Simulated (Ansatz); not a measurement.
# TiSe2: the cost of one run

Method: DFT LDA, scalar-relativistic, plane waves, PAW, in Ansatz 0.2.0.

## 1. The system as given

It takes space group P-3m1 (No. 164, trigonal). Conventional cell: a = 3.533 Å, b = 3.533 Å, c = 5.995 Å, α = 90.00°, β = 90.00°, γ = 120.00°. Ti (site symmetry -3m) is surrounded by 6 Se at 2.53 Å. Se (site symmetry 3m) has 3 Ti at 2.53 Å as nearest neighbours.

As a file:

```cif
data_structure
_symmetry_space_group_name_H-M 'P 1'
_symmetry_Int_Tables_number 1
_cell_length_a 3.5330
_cell_length_b 3.5330
_cell_length_c 5.9950
_cell_angle_alpha 90.000
_cell_angle_beta 90.000
_cell_angle_gamma 120.000
_cell_volume 64.80
loop_
_atom_site_label
_atom_site_type_symbol
_atom_site_fract_x
_atom_site_fract_y
_atom_site_fract_z
_atom_site_occupancy
Ti1 Ti 0.00000 0.00000 0.00000 1
Se1 Se 0.33333 0.66667 0.25000 1
Se2 Se 0.66667 0.33333 0.75000 1
```

The structure comes from the Crystallography Open Database.

(A quick probe on a coarse mesh, which set the mesh and smearing, is not shown.)

## 3. Relaxing cell and atoms

Input file input.yaml:

```yaml
crystal:
  lattice:
    - [3.533, 0.0, 0.0]
    - [-1.7665, 3.0596677516, 0.0]
    - [0.0, 0.0, 5.995]
  atoms:
    - { symbol: Ti, position: [0.0, 0.0, 0.0] }
    - { symbol: Se, position: [0.3333333333, 0.6666666667, 0.25] }
    - { symbol: Se, position: [0.6666666667, 0.3333333333, 0.75] }
basis:
  ecutwfc: 420
kpoints:
  mp_grid: { grid: [15, 15, 8] }
hamiltonian:
  xc: lda
scf:
  occupations: { method: gaussian, width: 0.1 }
output:
  forces: true
  stress: true
  eigenvalues: true
  write_density: true
  write_potential: true
  elf: true
  volumetric_format: npy
relax:
  adjacent_minimum: "off"
  f_tol: 0.005
  max_steps: 80
  cell: { stress_tol: 0.05 }
```

The run is started by

```sh
$ ansatz run input.yaml --threads 2 --pin off --max-ram 5120MiB --backend cpu --events-out ev --progress --plain --runs-dir out
```

Q: Estimate wall time and peak memory on 2 threads of Intel Xeon 6975P-C (Granite Rapids), shared host.

About 44 s, with a peak of 0.62 GiB.
